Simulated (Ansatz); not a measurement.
# Is this C structure stable?

The cell was found from a structure generator's guess, not taken from experiment.

Method: Ansatz, DFT PBE, scalar-relativistic, plane waves, PAW. The final run on the 2-atom cell used 420 eV, a Γ-centred 24×24×12 mesh, 0.10 eV smearing and no spin polarisation.

```cif
data_structure
_symmetry_space_group_name_H-M 'P6/mmm'
_symmetry_Int_Tables_number 191
_cell_length_a 2.4665
_cell_length_b 2.4665
_cell_length_c 4.4289
_cell_angle_alpha 90.000
_cell_angle_beta 90.000
_cell_angle_gamma 120.000
_cell_volume 23.33
loop_
_atom_site_label
_atom_site_type_symbol
_atom_site_symmetry_multiplicity
_atom_site_Wyckoff_symbol
_atom_site_fract_x
_atom_site_fract_y
_atom_site_fract_z
_atom_site_occupancy
C1 C 2 d 0.66667 0.33333 0.50000 1
```

Energies count from the standard state of C at the same level.

**Question.** These tests were run: random kick, then relaxation without symmetry; phonons at Γ. What do they show?

**Answer.**

| test | result |
| --- | --- |
| random kick, then relaxation without symmetry | returns |
| phonons at Γ | lowest optical mode 872 cm⁻¹ |

It fails none of these tests. Whether a mixture of other phases lies lower isn't tested here. Phonons away from Γ weren't computed.

Weakly bound directions are ill-defined at this level, which has no dispersion term. The reference form of C is held partly by dispersion forces, which this level lacks. The kick test ran on a coarse mesh. The run for the phonons used a 24×24×12 k mesh and Fermi–Dirac smearing of 0.15 eV.
